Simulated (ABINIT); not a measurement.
**Al: equation of state with PBE**

**Experimental background.**

From “The interpretation of polycrystalline coherent inelastic neutron scattering from aluminium”, 2013, pmc:3831299, for a bulk crystal of Al: bulk modulus 76.9 GPa.

The system is Al.

```
CELL_PARAMETERS angstrom
0.00000 2.02481 2.02481
2.02481 0.00000 2.02481
2.02481 2.02481 0.00000
ATOMIC_POSITIONS crystal
Al 0.00000 0.00000 0.00000
```

| Quantity | Value |
| --- | --- |
| Program | ABINIT 10.8.3 (patched build) |
| Task | equation of state |
| Functional | PBE |
| Potentials or basis | PseudoDojo NC SR PBE v0.4 stringent |
| Cutoff | 544 eV |
| k mesh | 11 × 11 × 11 |
| Occupations | fermi-dirac, width 0.05 eV |
| Spin | no spin polarisation |

```json
{"Equilibrium volume": "16.46 Å³/atom", "Bulk modulus": "80 GPa", "Pressure derivative of the bulk modulus": "4.5"}
```

Energy against volume, from the lowest point:
| volume (Å³/atom) | energy (meV/atom) |
| --- | --- |
| 15.607 | 11.94 |
| 15.939 | 4.14 |
| 16.271 | 0.29 |
| 16.603 | 0.00 |
| 16.935 | 2.90 |
| 17.267 | 8.65 |
| 17.599 | 16.94 |

It took 21 s on 1 thread of Arm Neoverse V1 (shared host), peak memory 0.11 GiB.

Against the measured bulk modulus of Al, 76.9 GPa (quoted in “The interpretation of polycrystalline coherent inelastic neutron scattering from aluminium”, 2013, pmc:3831299), the calculated 80 GPa is off by +3.6 %. The fit is for a static lattice scaled at fixed shape and fixed fractional positions. The cell as given is a measured one (16.60 Å³/atom); PBE puts the equilibrium volume -0.8 % from it, thermal expansion not counted.

Caveat: pressures at fixed basis lie under the slope of the energies.
